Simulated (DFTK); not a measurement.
# ZrC in DFTK: the effect of pseudo set

Crystal: ZrC.

```
Zr C
1.0
     0.00000    2.33304    2.33304
     2.33304    0.00000    2.33304
     2.33304    2.33304    0.00000
Zr C
1 1
Direct
  0.50000 0.50000 0.50000
  0.00000 0.00000 0.00000
```

The cell isn't the ideal one: volume scaled by 0.96.

Alike in all runs:

```yaml
Program: DFTK 0.8.2
Task: single point
Functional: PBE
k_mesh: 7 × 7 × 7
Occupations: fermi-dirac, width 0.05 eV
Spin: no spin polarisation
```

```csv
pseudo set,cutoff,pressure (GPa)
dojo.nc.sr.pbe.v0_5.standard.upf (PBE),1116 eV,6.5
SG15 1.2 (PBE),1225 eV,6.4
"cp2k.nc.sr.pbe.v0_1.largecore.gth (PBE, GTH)",2177 eV,?
```

**Question.** What does the run with pseudo set cp2k.nc.sr.pbe.v0_1.largecore.gth (PBE, GTH) give?

**Answer.** Pressure 5.6 GPa.

Caveats: GTH potentials come without recommended cutoffs, and this one wasn't checked for convergence (some runs).
